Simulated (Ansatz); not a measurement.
CdTe: the change of direct gap with volume per atom

All results are calculated (Ansatz 0.2.0). Plane-wave density functional theory, PAW datasets, Gaussian smearing 0.05 eV: Kohn-Sham gaps of one periodic cell over its k-point mesh and, where one was run, its band path; band edges are those on the mesh.

Cell of the first row (space group F-43m, No. 216):
```
CELL_PARAMETERS angstrom
0.00000 3.21560 3.21560
3.21560 0.00000 3.21560
3.21560 3.21560 0.00000
ATOMIC_POSITIONS crystal
Cd 0.00000 0.00000 0.00000
Te 0.25000 0.25000 0.25000
```

Settings of every row: paw set soft_2; functional PBE; spin treatment none; moment partition spheres; spin axis none; wave cutoff 420 eV; k mesh 10x10x10; SCF start atoms; lower state search light; symmetry use detected.

Atom first moment, atom hubbard u: 0 on all atoms.

Limits: no spin-orbit coupling, which shifts bands and narrows gaps of heavy elements; semilocal functionals tend to give too small a gap.

| row | volume per atom (Å³) | direct gap (eV) | band gap (eV) |
| --- | --- | --- | --- |
| 1 | 33.251 | 0.843 | 0.843 |
| 2 | 34.073 | 0.769 | 0.769 |
| 3 | 34.242 | 0.754 | 0.754 |
| 4 | 34.785 | 0.707 | 0.707 |
| 5 | 35.51 | 0.645 | 0.645 |
| 6 | 36.235 | 0.586 | 0.586 |
| 7 | 36.959 | 0.528 | 0.528 |
| 8 | 37.684 | 0.473 | 0.473 |
| 9 | 38.771 | ? | ? |
| 10 | 39.858 | 0.316 | 0.316 |

Question: what direct gap should row 9 give?

Worked fit of direct gap. Take t = volume per atom − 36, in Å³. The shown rows have t = -2.749, -1.927, -1.758, -1.215, -0.49, 0.235, 0.959, 1.684, 3.858. Least squares give direct gap = 0.605 − 0.08169 × t + 0.001767 × t² eV; a straight line predicts inner rows, each left out in turn, worse (root mean square 0.0059 against 0.00039 eV). The rows lie off it by 0.000, 0.000, 0.000, 0.000, 0.000, 0.000, 0.000, 0.001, 0.000. The withheld row has t = 2.771, so the fit gives 0.605 − 0.08169 × (2.771) + 0.001767 × (2.771)² = 0.392 eV.

The calculation gave 0.393 eV. The fit lies 0.001 eV (0.19 % of the column's range) below it, one unit of the last digit.

The other values of row 9: band gap 0.393 eV.
